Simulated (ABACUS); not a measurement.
# CuO (F-43m) in ABACUS: further runs

One crystal, CuO, is run at these levels: PBE; tasks: relaxation of cell and atoms.

Program: ABACUS 3.10.1. These are calculated values, not measurements. Logs are shortened: lines on timing, memory, paths and dates and some standing lists are left out, and cuts for length are marked.

**1. The crystal as given**

It takes space group F-43m (No. 216, cubic). Conventional cell: a = 4.655 Å, b = 4.655 Å, c = 4.655 Å, α = 90.00°, β = 90.00°, γ = 90.00°. Around Cu (site symmetry -43m) lie 4 O at 2.02 Å. O (site symmetry -43m) is surrounded by 4 Cu at 2.02 Å.

Measurements of this composition are mostly on another form, of space group No. 15.

**2. Relaxation of cell and atoms, PBE, target pressure 10 GPa, at which the enthalpy is minimised**

Contents of INPUT:

```
INPUT_PARAMETERS
suffix              CuO
calculation         cell-relax
basis_type          lcao
pseudo_dir          ./
orbital_dir         ./
symmetry            1
dft_functional      pbe
ecutwfc             100
pseudo_rcut         7
nspin               1
nbands              17
ks_solver           genelpa
smearing_method     fd
smearing_sigma      0.00367493
scf_thr             1e-07
scf_nmax            100
mixing_type         broyden
mixing_beta         0.7
cal_force           1
cal_stress          1
out_mul             1
relax_nmax          60
force_thr_ev        0.005
relax_method        cg
out_stru            1
stress_thr          1
press1              100
press2              100
press3              100
```

Contents of STRU:

```
ATOMIC_SPECIES
Cu 63.5460 Cu.upf
O 15.9990 O.upf

NUMERICAL_ORBITAL
Cu_confined-atom_7au_3s2p2d1f.orb
O_confined-atom_6au_2s2p1d.orb

LATTICE_CONSTANT
1.8897261246

LATTICE_VECTORS
0.0000000000 2.3272527300 2.3272527300
2.3272527300 0.0000000000 2.3272527300
2.3272527300 2.3272527300 0.0000000000

ATOMIC_POSITIONS
Direct

Cu
0.0
1
0.0000000000 0.0000000000 0.0000000000 1 1 1

O
0.0
1
0.2500000000 0.2500000000 0.2500000000 1 1 1
```

Contents of KPT:

```
K_POINTS
0
Gamma
7 7 7 0 0 0
```

Potentials or basis: PseudoDojo NC SR 0.4.1 PBE standard, DZP LCAO (the cutoffs set its grid).

The run is started by

```bash
$ OMP_NUM_THREADS=1 mpirun -np 4 abacus > log
```

running log:

```text
ABACUS v3.10.1

               Atomic-orbital Based Ab-initio Computation at UStc

 ------------------------------------------------------------------------------------

 READING GENERAL INFORMATION
                           global_out_dir = OUT.CuO/
                           global_in_card = INPUT
                               pseudo_dir = ./
                              orbital_dir = ./
                                    DSIZE = 4
                                    GSIZE = 1
[... 5 lines left out ...]

 READING ATOM TYPE 1
                               atom label = Cu
                      L=0, number of zeta = 3
                      L=1, number of zeta = 2
                      L=2, number of zeta = 2
                      L=3, number of zeta = 1
             number of atom for this type = 1

 READING ATOM TYPE 2
                               atom label = O
                      L=0, number of zeta = 2
                      L=1, number of zeta = 2
                      L=2, number of zeta = 1
             number of atom for this type = 1

                        TOTAL ATOM NUMBER = 2
DIRECT COORDINATES
    atom                   x                   y                   z     mag                  vx                  vy                  vz
taud_Cu1            0.0000000000        0.0000000000        0.0000000000  0.0000        0.0000000000        0.0000000000        0.0000000000
taud_O1            0.2500000000        0.2500000000        0.2500000000  0.0000        0.0000000000        0.0000000000        0.0000000000

                          Volume (Bohr^3) = 170.121
                             Volume (A^3) = 25.2093

 Lattice vectors: (Cartesian coordinate: in unit of a_0)
                   +0            +2.32725            +2.32725
             +2.32725                  +0            +2.32725
             +2.32725            +2.32725                  +0
 Reciprocal vectors: (Cartesian coordinate: in unit of 2 pi/a_0)
            -0.214846           +0.214846           +0.214846
            +0.214846           -0.214846           +0.214846
            +0.214846           +0.214846           -0.214846
 The esolver type has been set to : ksdft_lcao

                PAO radial cut off (Bohr) = 7

 Read in pseudopotential file is Cu.upf
                     pseudopotential type = NC
          exchange-correlation functional = PBE
                 nonlocal core correction = 1
                        valence electrons = 19
                                     lmax = 2
                           number of zeta = 4
                     number of projectors = 6
                           L of projector = 0
                           L of projector = 0
                           L of projector = 1
                           L of projector = 1
                           L of projector = 2
                           L of projector = 2
                PAO radial cut off (Bohr) = 7

 Read in pseudopotential file is O.upf
                     pseudopotential type = NC
          exchange-correlation functional = PBE
[... 114 lines left out ...]
                                    ibrav = 2
                       right hand lattice = 1
(for k-lattice: )
                             BRAVAIS TYPE = 2
                     BRAVAIS LATTICE NAME = 02. Cubic I (body-centered)
                                    ibrav = 2
                       right hand lattice = 1
                        ROTATION MATRICES = 48
                               nkstot_ibz = 20
K-POINTS REDUCTION ACCORDING TO SYMMETRY
     IBZ    DIRECT_X    DIRECT_Y    DIRECT_Z  WEIGHT  ibz2bz
       1  0.00000000  0.00000000  0.00000000  0.0029       0
       2  0.14285714  0.14285714  0.14285714  0.0233       1
       3  0.28571429  0.28571429  0.28571429  0.0233       2
       4  0.42857143  0.42857143  0.42857143  0.0233       3
       5  0.14285714  0.14285714  0.00000000  0.0175       8
       6  0.28571429  0.14285714  0.28571429  0.0700       9
[... 12 lines left out ...]
      19 -0.42857143  0.42857143  0.14285714  0.0700      74
      20 -0.28571429  0.42857143  0.28571429  0.0700      75

                               nkstot now = 20
[... K-POINTS DIRECT COORDINATES: 20 rows ...]

           k-point number in this process = 20
       minimum distributed K point number = 20
[... stars of the k points ...]

[... K-POINTS CARTESIAN COORDINATES: 20 rows ...]

[... K-POINTS DIRECT COORDINATES: 20 rows ...]

 SETUP PLANE WAVES FOR WAVE FUNCTIONS
     energy cutoff for wavefunc (unit:Ry) = 100
              fft grid for wave functions = [ 40, 40, 40 ]
                    number of plane waves = 3839
                         number of sticks = 313

 PARALLEL PW FOR WAVE FUNCTIONS
     PROC   COLUMNS(POT)             PW
        1             78            959
        2             78            959
        3             79            963
        4             78            958
 --------------- sum -------------------
        4            313           3839

 SET NONLOCAL PSEUDOPOTENTIAL PROJECTORS
 SET NONLOCAL PSEUDOPOTENTIAL PROJECTORS
 max number of nonlocal projetors among all species is 6

 -------------------------------------------
 STEP OF RELAXATION : 1
 -------------------------------------------

 SETUP SEARCHING RADIUS FOR PROGRAM TO SEARCH ADJACENT ATOMS
                  longest orb rcut (Bohr) = 7
   longest nonlocal projector rcut (Bohr) = 1.78
                     search radius (Bohr) = 17.6
              searching radius is (Bohr)) = 17.6
         searching radius unit is (Bohr)) = 1.89
                         PeriodicBoundary = 1
                        Radius(unit:lat0) = 9.29
                                   glayer = [ 5, 5, 5 ]
                             glayer_minus = [ 4, 4, 4 ]

Find the coordinate range of the input atom(unit:lat0).
                                  min_tau = [ -18.6, -18.6, -18.6 ]
                                  max_tau = [ 19.8, 19.8, 19.8 ]
                                BoxNumber = [ 9, 9, 9 ]

 SETUP EXTENDED REAL SPACE GRID FOR GRID INTEGRATION
                          real space grid = [ 40, 40, 40 ]
                 big cell numbers in grid = [ 8, 8, 8 ]
             meshcell numbers in big cell = [ 5, 5, 5 ]
                        extended fft grid = [ 12, 12, 12 ]
                dimension of extened grid = [ 33, 33, 33 ]
                            UnitCellTotal = 125
              Atom number in sub-FFT-grid = 2
    Local orbitals number in sub-FFT-grid = 39
                                ParaV.nnr = 29598
                                 init_chg = atomic

 LCAO ALGORITHM --------------- ION=   1  ELEC=   1--------------------------------

 Density error is 0.0916437831499
----------------------------------------------------------
     Energy           Rydberg                 eV
----------------------------------------------------------
 E_KohnSham     -411.5554344190      -5599.4989509641
 E_Harris       -425.1898752510      -5785.0050353228
 E_Fermi        0.7625276190         10.3747205001
----------------------------------------------------------
[... 413 lines left out ...]
 Largest gradient in stress is 16.962939 kbar.
 Threshold is 1.000000 kbar.

 Relaxation is not converged yet!
Too many Brent steps, let's do next CG step
DIRECT COORDINATES
    atom                   x                   y                   z     mag                  vx                  vy                  vz
taud_Cu1            0.0000000000        0.0000000000        0.0000000000  0.0000        0.0000000000        0.0000000000        0.0000000000
taud_O1            0.2500000000        0.2500000000        0.2500000000  0.0000        0.0000000000        0.0000000000        0.0000000000

                          Volume (Bohr^3) = 141.784463
                             Volume (A^3) = 21.010265
[... 1373 lines left out ...]
 Largest gradient in stress is 0.996466 kbar.
 Threshold is 1.000000 kbar.

 Relaxation is converged!

 --------------------------------------------
 !FINAL_ETOT_IS -5608.1049407638474804 eV
 --------------------------------------------
```

stdout:

```text
ABACUS v3.10.1

               Atomic-orbital Based Ab-initio Computation at UStc

%%%%%%%%%%%%%%%%%%%%%%%%%%%%%%%%%%%%%%%%%%%%%%%%%%%%%%%%%%%%%%%%%%%%%%%%%%%%%%%%%%%%%%%%%%%%%%%%%%%%%%%%%
 Warning: the number of valence electrons in pseudopotential > 11 for Cu: [Ar] 3d10 4s1
[... 388 lines left out ...]
----------------------------------------------------------------
        99.0035344545         0.0000000000         0.0000000000
         0.0000000000        99.0035344545         0.0000000000
        -0.0000000000         0.0000000000        99.0035344545
----------------------------------------------------------------
 TOTAL-PRESSURE: 99.003534 KBAR

 ETOT DIFF (eV)       : 0.000008
 LARGEST GRAD (eV/A)  : 0.000000
```

Wall time 2.1 min (4 MPI ranks of Intel Xeon Platinum 8259CL at 2.50GHz (Skylake/Cascade Lake), shared host); peak memory 0.44 GiB.

Results:

```
Free energy                                            : -5608.1049 eV
Relaxed volume                                         : 10.94 Å³/atom
Relaxed cell                                           : a = 3.139 Å, b = 3.139 Å, c = 3.139 Å, α = 60.00°, β = 60.00°, γ = 60.00°
Space group after relaxing (to 0.05 Å)                 : F-43m (No. 216)
Energy change on relaxing (the enthalpy is what falls) : -8.3 meV/atom
Ionic steps                                            : 18
Pressure after relaxing                                : 9.9 GPa
Mulliken charges                                       : Cu +0.37; O -0.37 e
```

The path:
```tsv
step	energy change (eV)	largest force (eV/Å)	pressure (GPa)	volume (Å³)
1	0.0000	0.0000	-8.94	25.21
2	0.2085	0.0000	29.82	19.99
3	-0.0553	0.0000	-2.03	23.65
4	-0.0277	0.0000	8.30	22.07
5	0.0573	0.0000	17.85	21.01
6	-0.0487	0.0000	4.37	22.60
7	-0.0441	0.0000	5.38	22.46
8	0.0146	0.0000	13.60	21.45
9	-0.0169	0.0000	9.87	21.88
10	-0.0168	0.0000	9.88	21.87
11	-0.0167	0.0000	9.89	21.87
12	-0.0167	0.0000	9.89	21.87
13	-0.0167	0.0000	9.89	21.87
14	-0.0167	0.0000	9.89	21.87
15	-0.0167	0.0000	9.90	21.87
16	-0.0167	0.0000	9.90	21.87
17	-0.0167	0.0000	9.90	21.87
18	-0.0167	0.0000	9.90	21.87
```

Final structure:
```cif
data_structure
_symmetry_space_group_name_H-M 'P 1'
_symmetry_Int_Tables_number 1
_cell_length_a 3.1391
_cell_length_b 3.1391
_cell_length_c 3.1391
_cell_angle_alpha 60.000
_cell_angle_beta 60.000
_cell_angle_gamma 60.000
_cell_volume 21.87
loop_
_atom_site_label
_atom_site_type_symbol
_atom_site_fract_x
_atom_site_fract_y
_atom_site_fract_z
_atom_site_occupancy
Cu1 Cu 0.00000 0.00000 0.00000 1
O1 O 0.25000 0.25000 0.25000 1
```

Caveat: the atomic orbitals were generated for these runs and aren't a published set; Mulliken charges move with the basis; the basis of atomic orbitals isn't converged, which shifts pressures, moduli and gaps; the run has no spin polarisation, though such a crystal can be magnetic.

**3. Relaxation of cell and atoms, PBE, target pressure 20 GPa, at which the enthalpy is minimised**

INPUT, as its differences from that of step 2:

```diff
@@ -27,4 +27,4 @@
 stress_thr          1
-press1              100
-press2              100
-press3              100
+press1              200
+press2              200
+press3              200
```

STRU is that of step 2.

KPT is that of step 2.

Potentials or basis: PseudoDojo NC SR 0.4.1 PBE standard, DZP LCAO (the cutoffs set its grid).

The run is started by

```bash
$ OMP_NUM_THREADS=1 mpirun -np 4 abacus > log
```

Wall time 2.1 min (4 MPI ranks of Intel Xeon Platinum 8259CL at 2.50GHz (Skylake/Cascade Lake), shared host); peak memory 0.44 GiB.

The run converged. Its results:

| Item | Value |
| --- | --- |
| Free energy | -5608.0075 eV |
| Relaxed volume | 10.41 Å³/atom |
| Relaxed cell | a = 3.088 Å, b = 3.088 Å, c = 3.088 Å, α = 60.00°, β = 60.00°, γ = 60.00° |
| Space group after relaxing (to 0.05 Å) | F-43m (No. 216) |
| Energy change on relaxing (the enthalpy is what falls) | +40.4 meV/atom |
| Ionic steps | 12 |
| Pressure after relaxing | 19.9 GPa |
| Mulliken charges | Cu +0.34; O -0.34 e |

Step by step:
```
step  energy change (eV)  largest force (eV/Å)  pressure (GPa)  volume (Å³)
   1              0.0000                0.0000           -8.94        25.21
   2              0.9700                0.0000           74.89        17.54
   3             -0.0576                0.0000           -0.27        23.34
   4              0.0271                0.0000           14.92        21.31
   5              0.3405                0.0000           38.74        19.36
   6             -0.0501                0.0000            4.02        22.65
   7             -0.0339                0.0000            7.30        22.20
   8             -0.0339                0.0000            7.30        22.20
   9             -0.0339                0.0000            7.30        22.20
  10              0.2855                0.0000           35.14        19.60
  11              0.0692                0.0000           18.91        20.91
  12              0.0808                0.0000           19.92        20.81
```

Final structure:
```
Cu O
1.0
     0.00000    2.18324    2.18324
     2.18324    0.00000    2.18324
     2.18324    2.18324    0.00000
Cu O
1 1
Direct
  0.00000 0.00000 0.00000
  0.25000 0.25000 0.25000
```

Caveat: the atomic orbitals were generated for these runs and aren't a published set; the volume moved by over 15 % at a fixed basis, so the end points are rough; Mulliken charges move with the basis; the basis of atomic orbitals isn't converged, which shifts pressures, moduli and gaps; the run has no spin polarisation, though such a crystal can be magnetic.

**4. Relaxation of cell and atoms, PBE, target pressure 30 GPa, at which the enthalpy is minimised**

INPUT, as its differences from that of step 3:

```diff
@@ -27,4 +27,4 @@
 stress_thr          1
-press1              200
-press2              200
-press3              200
+press1              300
+press2              300
+press3              300
```

STRU is that of step 3.

KPT is that of step 3.

The run is started by

```bash
$ OMP_NUM_THREADS=1 mpirun -np 4 abacus > log
```

Run time: 4.6 min. Hardware: 4 MPI ranks of Intel Xeon Platinum 8259CL at 2.50GHz (Skylake/Cascade Lake), shared host; peak memory 0.44 GiB.

Results (log left out):

```yaml
Free_energy: -5607.8784 eV
Relaxed_volume: 9.99 Å³/atom
Relaxed_cell: a = 3.046 Å, b = 3.046 Å, c = 3.046 Å, α = 60.00°, β = 60.00°, γ = 60.00°
Space_group_after_relaxing_to_0.05_Å: F-43m (No. 216)
Energy_change_on_relaxing_the_enthalpy_is_what_falls: +104.9 meV/atom
Ionic_steps: 34
Pressure_after_relaxing: 29.9 GPa
Mulliken_charges: Cu +0.31; O -0.31 e
```

Step by step:
| step | energy change (eV) | largest force (eV/Å) | pressure (GPa) | volume (Å³) |
| --- | --- | --- | --- | --- |
| 1 | 0.0000 | 0.0000 | -8.94 | 25.21 |
| 2 | 2.4959 | 0.0000 | 151.88 | 15.31 |
| 3 | -0.0558 | 0.0000 | 2.00 | 22.96 |
| 4 | 0.0822 | 0.0000 | 20.04 | 20.80 |
| 5 | 0.8065 | 0.0000 | 66.04 | 17.92 |
| 6 | -0.0567 | 0.0000 | -1.23 | 23.51 |
| 7 | -0.0419 | 0.0000 | 5.82 | 22.40 |
| 8 | -0.0419 | 0.0000 | 5.82 | 22.40 |
| 9 | -0.0419 | 0.0000 | 5.82 | 22.40 |
| 10 | 0.9263 | 0.0000 | 72.55 | 17.64 |
| 11 | 0.1517 | 0.0000 | 25.68 | 20.31 |
| 12 | 0.2021 | 0.0000 | 29.37 | 20.02 |
| 13 | 0.2025 | 0.0000 | 29.40 | 20.02 |
| 14 | 0.2038 | 0.0000 | 29.49 | 20.01 |
| 15 | 0.2038 | 0.0000 | 29.49 | 20.01 |
| 16 | 0.2038 | 0.0000 | 29.50 | 20.01 |
| 17 | 0.2039 | 0.0000 | 29.50 | 20.01 |
| 18 | 0.2040 | 0.0000 | 29.50 | 20.01 |
| 19 | 0.2040 | 0.0000 | 29.51 | 20.01 |
| 20 | 0.2041 | 0.0000 | 29.52 | 20.01 |
| 21 | 0.2042 | 0.0000 | 29.52 | 20.01 |
| 22 | 0.2044 | 0.0000 | 29.54 | 20.01 |
| 23 | 0.2045 | 0.0000 | 29.55 | 20.01 |
| 24 | 0.2049 | 0.0000 | 29.57 | 20.00 |
| 25 | 0.2050 | 0.0000 | 29.58 | 20.00 |
| 26 | 0.2055 | 0.0000 | 29.61 | 20.00 |
| 27 | 0.2057 | 0.0000 | 29.63 | 20.00 |
| 28 | 0.2063 | 0.0000 | 29.67 | 20.00 |
| 29 | 0.2066 | 0.0000 | 29.69 | 20.00 |
| 30 | 0.2074 | 0.0000 | 29.75 | 19.99 |
| 31 | 0.2078 | 0.0000 | 29.77 | 19.99 |
| 32 | 0.2087 | 0.0000 | 29.84 | 19.98 |
| 33 | 0.2090 | 0.0000 | 29.86 | 19.98 |
| 34 | 0.2098 | 0.0000 | 29.92 | 19.98 |

Final structure:
```
Cu O
1.0
     0.00000    2.15363    2.15363
     2.15363    0.00000    2.15363
     2.15363    2.15363    0.00000
Cu O
1 1
Direct
  0.00000 0.00000 0.00000
  0.25000 0.25000 0.25000
```

Caveat: the atomic orbitals were generated for these runs and aren't a published set; the volume moved by over 15 % at a fixed basis, so the end points are rough; Mulliken charges move with the basis; the basis of atomic orbitals isn't converged, which shifts pressures, moduli and gaps; the run has no spin polarisation, though such a crystal can be magnetic.

**5. The runs side by side**

```tsv
cell	pressure (GPa)
relaxed to 10 GPa	9.9
relaxed to 20 GPa	19.9
relaxed to 30 GPa	29.9
```

Alike in all rows: task relaxation of cell and atoms; level PBE; potentials or basis PseudoDojo NC SR 0.4.1 PBE standard, DZP LCAO (the cutoffs set its grid); no spin polarisation; k mesh 7 × 7 × 7; cutoff (eV) 1361; smearing fermi-dirac 0.05 eV.

Caveats: the atomic orbitals were generated for these runs and aren't a published set; the basis of atomic orbitals isn't converged, which shifts pressures, moduli and gaps; the run has no spin polarisation, though such a crystal can be magnetic; the volume moved by over 15 % at a fixed basis, so the end points are rough (some runs).

Total energies depend on the potentials used, so only differences within one code and one set of settings carry meaning.
